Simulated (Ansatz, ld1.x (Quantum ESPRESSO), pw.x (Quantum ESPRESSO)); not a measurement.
# ruthenium (bcc): variants of one TM potential in the solid

Ru, norm-conserving Troullier–Martins (Kleinman–Bylander form), made with ld1.x (Quantum ESPRESSO) 7.5 (PBE, scalar-relativistic). Core [Kr], reference 4d7 5s0.5 5p0.5. Waves: 5s (bound): rc 2.45 bohr; 4d (bound): rc 1.20 bohr; 5p (bound): rc 3.30 bohr. Local part: the p channel. Core correction: a·sin(br)/r model core inside 1.00 bohr.

Crystal test: bcc Ru in pw.x 7.5, no spin, 15³ k-points, Fermi–Dirac smearing 0.01 Ry, cutoffs set for each file from its atomic test. The reference is all-electron LAPW (Ansatz 0.2.0) with the same functional, mesh and smearing; V0 and B0 come from Birch–Murnaghan fits to the pressures at five volumes. Errors are pseudo minus all-electron; Δ is the rms difference of the E(V) curves that follow from these fits, minima aligned, over ±6 % about the mean V0. Mesh and smearing are coarse, so the numbers serve the comparison and aren't converged zero-temperature values; the lattice is a test structure that the element need not adopt.

All-electron: a0 = 3.056 Å (V0 = 14.28 Å³/atom), B0 = 274.2 GPa.

Base: The largest radius (3.30 bohr) exceeds half the bond length (2.50 bohr), so the spheres overlap, which is one possible source of error among others. This is a poor potential for the solid. Atomic configuration tests: 1 of 7 tests not solved or not reliable.

A dash in a converged row means that the minimum lies outside the volumes sampled.

```tsv
change	cutoffs (Ry)	pw.x	a0 (Å)	a0 error (%)	B0 error (%)	Δ (meV/atom)	mean pressure error (GPa)
base	110/440	converged	–	–	–	–	+44.60
wave 5p (bound): rc 3.30 bohr becomes 5p (bound): rc 2.24 bohr	110/440	converged; bound ghost	–	–	–	–	+42.77
wave 5p (bound): rc 3.30 bohr becomes 5p (bound): rc 3.08 bohr	110/440	converged	–	–	–	–	+45.19
wave 5p (bound): rc 3.30 bohr becomes 5p (bound): rc 3.50 bohr	110/440	converged	–	–	–	–	+42.74
wave 5p (bound): rc 3.30 bohr becomes 5p (bound): rc 4.18 bohr	110/440	converged	3.096	+1.28	+6.0	35.6	+13.39
wave 5p (bound): rc 3.30 bohr becomes 5p (bound): rc 4.76 bohr	110/440	converged; bound ghost	–	–	–	–	-24.30
```
